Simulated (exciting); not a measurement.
A run of exciting (release sodium):

Contents of input.xml:

```xml
<input>
  <title>Co</title>
  <structure speciespath="./" tshift="false" cartesian="true">
    <crystal scale="1.88972612463">
      <basevect>0.000000000000 1.756657235100 1.756657235100</basevect>
      <basevect>1.756657235100 0.000000000000 1.756657235100</basevect>
      <basevect>1.756657235100 1.756657235100 0.000000000000</basevect>
    </crystal>
    <species speciesfile="Co.xml" rmt="2">
      <atom coord="0.000000000000 0.000000000000 0.000000000000" bfcmt="0 0 -8"/>
    </species>
  </structure>
  <groundstate do="fromscratch" ngridk="13 13 13" rgkmax="8" gmaxvr="14" lmaxapw="10" lmaxmat="10" lmaxvr="8" xctype="GGA_PBE_SOL" stype="Fermi Dirac" swidth="0.00367493" nempty="20" ValenceRelativity="iora*" epsengy="1e-06" epspot="1e-06" maxscl="120" outputlevel="normal">
    <spin reducebf="0.5"/>
  </groundstate>
  <properties>
    <bandstructure>
      <plot1d>
        <path steps="60">
          <point coord="0 0 0" label="G"/>
          <point coord="0.5 0 0.5" label="X"/>
          <point coord="0.5 0.25 0.75" label="W"/>
          <point coord="0.375 0.375 0.75" label="K"/>
          <point coord="0 0 0" label="G"/>
          <point coord="0.5 0.5 0.5" label="L"/>
          <point coord="0.625 0.25 0.625" label="U"/>
          <point coord="0.5 0.25 0.75" label="W"/>
          <point coord="0.5 0.5 0.5" label="L"/>
          <point coord="0.375 0.375 0.75" label="K" breakafter="true"/>
          <point coord="0.625 0.25 0.625" label="U"/>
          <point coord="0.5 0 0.5" label="X"/>
        </path>
      </plot1d>
    </bandstructure>
  </properties>
</input>
```

Potentials or basis: all-electron LAPW+lo, shipped species files, valence relativity iora*.

The run is started by

```sh
$ OMP_NUM_THREADS=1 exciting_smp
```

Hardware: 1 thread of Arm Neoverse V2, on a shared host.

Problem. Estimate the wall time of this run.

Solution. Wall time 91 s on 1 thread of Arm Neoverse V2 (shared host), peak memory 0.11 GiB. Counts: scf iterations 27, plane waves 84.
